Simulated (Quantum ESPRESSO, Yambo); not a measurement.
An input for Quantum ESPRESSO 7.5 (CdSe (F-43m)):

```
&control
  calculation = 'nscf'
  prefix = 'x'
  outdir = 'o'
  pseudo_dir = 'pseudo'
/
&system
  ibrav = 0
  nat = 2
  ntyp = 2
  ecutwfc = 104.0
  nbnd = 116
  force_symmorphic = .true.
/
&electrons
  conv_thr = 1e-9
  electron_maxstep = 80
  diago_full_acc = .true.
  diago_thr_init = 5e-6
/
ATOMIC_SPECIES
  Cd 112.41 Cd.upf
  Se 78.971 Se.upf
CELL_PARAMETERS angstrom
  0.0000000000 3.0250000000 3.0250000000
  3.0250000000 0.0000000000 3.0250000000
  3.0250000000 3.0250000000 0.0000000000
ATOMIC_POSITIONS crystal
  Cd 0.0000000000 0.0000000000 0.0000000000
  Se 0.7500000000 0.7500000000 0.7500000000
K_POINTS automatic
  4 4 4 0 0 0
```

```sh
OMP_NUM_THREADS=1 mpirun -n 4 pw.x -nk 4 -in pw.in > pw.out
```

Estimate wall time and host memory on 4 MPI ranks of Arm Neoverse V1, shared host.

It took 16 s; on shared hardware allow 8.1 s to 33 s. Peak host memory was 0.54 GiB.

[Paths, hosts, dates, memory and timing lines, banners, echoed tables and standing remarks are left out of the program output.]

[Logs are printed without paths, hosts, clocks, repeated set-up lines and the standing remarks that a program may print on its own settings, such as how far it seeks lower states.]

[Runs of the session that timed out or met a known fault of the program may be left out.]

[Hosts, paths, dates, database ids (printed as entryN), source tags and the programs' standing remarks are cut or masked in the printed files.]
